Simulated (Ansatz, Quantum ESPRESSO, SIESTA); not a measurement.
One calculation of MoS2, 4 ways

```
CELL_PARAMETERS angstrom
3.18454 0.00000 0.00000
-1.59227 2.75789 0.00000
0.00000 0.00000 21.67053
ATOMIC_POSITIONS crystal
Mo 0.33333 0.66667 0.85116
Mo 0.66667 0.33333 0.14884
S 0.66667 0.33333 0.77963
S 0.33333 0.66667 0.07725
S 0.66667 0.33333 0.92275
S 0.33333 0.66667 0.22037
```

Measurements of this composition are mostly on another form, of space group No. 194.

The cell holds a layer with vacuum beside it, so values per volume hang on the cell's height.

Alike in all runs: task band structure; functional PBEsol; k mesh 10 × 10 × 2; occupations fermi-dirac, width 0.05 eV; no spin polarisation; no spin-orbit coupling. Gaps are the smaller of the mesh's and the band path's.

```tsv
program and potentials	plane-wave cutoff (eV)	notes	band gap (eV)	largest force (eV/Å)
Ansatz, Ansatz PAW	420	potentials made for PBE, which Ansatz adapts in part	1.24	0.133
SIESTA, files PseudoDojo sr-pbesol-0.4.1-standard, DZP (energy shift 0.003 Ry; two zetas on semicore shells)	-	atomic basis	1.24	0.303
Quantum ESPRESSO, GBRV 1.5 PBEsol	612	-	1.25	0.150
Ansatz, all-electron LAPW, scalar-relativistic	-	-	1.24	0.133
```

Force on atom 3 (S), eV/Å:

```json
{"program and potentials": "Ansatz, Ansatz PAW", "x": "0.000", "y": "0.000", "z": "0.133"}
{"program and potentials": "SIESTA, files PseudoDojo sr-pbesol-0.4.1-standard, DZP (energy shift 0.003 Ry; two zetas on semicore shells)", "x": "0.000", "y": "0.000", "z": "-0.257"}
{"program and potentials": "Quantum ESPRESSO, GBRV 1.5 PBEsol", "x": "0.000", "y": "0.000", "z": "0.150"}
{"program and potentials": "Ansatz, all-electron LAPW, scalar-relativistic", "x": "0.000", "y": "0.000", "z": "0.133"}
```

The band gap spans 1.24 (SIESTA, files PseudoDojo sr-pbesol-0.4.1-standard, DZP (energy shift 0.003 Ry; two zetas on semicore shells)) to 1.25 eV (Quantum ESPRESSO, GBRV 1.5 PBEsol), with all-electron results at 1.24. The paths' points differ, which is worth about 0.01 eV. Rows in atomic bases carry the error of their basis and grid, which can be large.

The functional is the same throughout but for its coding, so the spread measures potentials, basis and numerics; runs on potential files found faulty are left out.

The coordinates describe two S–Mo–S sheets, and the four methods agree closely on the gap of this bilayer. In trigonal-prismatic MoS2 the gap separates states of mainly Mo 4d character, split by the ligand field and mixed with S 3p. Stacking couples the out-of-plane S p and Mo d orbitals across the van der Waals space and raises the valence states at Γ, which is why a bilayer is known to have a smaller, indirect gap than a single sheet. The values lie below the known quasiparticle gap, as expected of a semilocal functional, which lacks the derivative discontinuity.

The forces agree less well. Three methods pull the outer sulfur towards its Mo plane, which suggests that PBEsol prefers a thinner sheet at this in-plane lattice constant, whereas SIESTA pushes it outwards at -0.257 eV/Å, probably because of its limited atomic basis. Agreement on the gap at fixed geometry therefore doesn't carry over to relaxed structures, where a changed sheet thickness would shift the band edges.
